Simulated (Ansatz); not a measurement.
Strain and the gap of KF (rocksalt)

Rocksalt KF, relaxed with r2SCAN in Ansatz 0.2.0. Space group Fm-3m (No. 225), cubic; a = 5.318 Å in the conventional setting, 18.80 Å³ an atom. K has 6 F at 2.66 Å; F has 6 K at 2.66 Å.

The axes x, y and z are those of this cell:
```
CELL_PARAMETERS angstrom
0.00000 2.65896 2.65896
2.65896 0.00000 2.65896
2.65896 2.65896 0.00000
ATOMIC_POSITIONS crystal
K 0.00000 0.00000 0.00000
F 0.50000 0.50000 0.50000
```

Unstrained: With PBE the gap is 6.259 eV and direct, at Γ. r2SCAN gives a direct gap of 6.908 eV at Γ. HSE06 gives a direct gap of 8.263 eV at Γ. Meshes: PBE 8×8×8, r2SCAN 8×8×8, HSE06 6×6×6. Strains are changes of length per length, and xy shears are angles. After each strain the atoms were relaxed again with r2SCAN within the symmetry that the strain leaves, so tilts or polar shifts that break it weren't tested; points keep the names that they have in the unstrained zone. (Simulation; spin polarisation is off.)

Changes of the least gap in eV (an overlap counts as a negative gap):

| strain | volume change (%) | space group | PBE | r2SCAN | HSE06 | G0W0@PBE (mesh) | energy rise, r2SCAN (meV/atom) |
| --- | --- | --- | --- | --- | --- | --- | --- |
| xy shear, engineering strain (angle) +2.0 % | 0.0 | Immm | -0.011 | -0.010 | -0.010 | -0.01 | 0.3 |
| epitaxial -0.5 % in the plane normal to [111], free normal strain +0.45 % | -0.6 | R-3m | +0.026 | +0.027 | +0.029 | +0.02 | 0.1 |
| isotropic +1.0 % on every length | +3.0 | Fm-3m | -0.157 | -0.159 | -0.169 | -0.15 | 1.8 |
| isotropic +1.5 % on every length | +4.6 | Fm-3m | -0.234 | -0.236 | -0.251 | -0.23 | 3.9 |
| uniaxial -0.5 % along [111] | -0.5 | R-3m | +0.024 | +0.024 | +0.026 | +0.02 | 0.1 |

Unstrained, G0W0@PBE with 156 empty bands, a screening cutoff of 150 eV and a 4×4×4 mesh gives 9.70 eV on its mesh; the band count follows the volume. G0W0 here is at a finite number of bands, screening cutoff and k mesh, not at the basis limit.

Xy shear, engineering strain (angle) +2.0 %. HSE06: the gap goes from 8.263 to 8.253 eV (-0.010 eV); with r2SCAN the top three valence levels at Γ, degenerate before, become 1+1+1 from the top over 18 meV. Stress change with r2SCAN, compression positive: xx 0.00, yy 0.00, zz -0.01, xy -0.25 GPa.

Epitaxial -0.5 % in the plane normal to [111], free normal strain +0.45 %. HSE06: the gap goes from 8.263 to 8.292 eV (+0.029 eV). Stress change with r2SCAN, compression positive: xx +0.20, yy +0.20, zz +0.20, xy -0.08, xz -0.08, yz -0.08 GPa.

Isotropic +1.0 % on every length. HSE06: the gap goes from 8.263 to 8.094 eV (-0.169 eV). Stress change with r2SCAN, compression positive: xx -0.98, yy -0.98, zz -0.98 GPa. For HSE06, dE_g/d ln V = -5.7 eV over this step.

Isotropic +1.5 % on every length. HSE06: the gap goes from 8.263 to 8.012 eV (-0.251 eV). Stress change with r2SCAN, compression positive: xx -1.41, yy -1.41, zz -1.41 GPa. For HSE06, dE_g/d ln V = -5.6 eV over this step.

Uniaxial -0.5 % along [111], other directions held. HSE06: the gap goes from 8.263 to 8.289 eV (+0.026 eV). Stress change with r2SCAN, compression positive: xx +0.18, yy +0.18, zz +0.18, xy +0.04, xz +0.04, yz +0.04 GPa.

The meshes of the hybrids are coarse, so their gaps aren't converged to the digits shown.

The splittings at Γ are without spin-orbit coupling, which regroups them where it is of like size or larger.
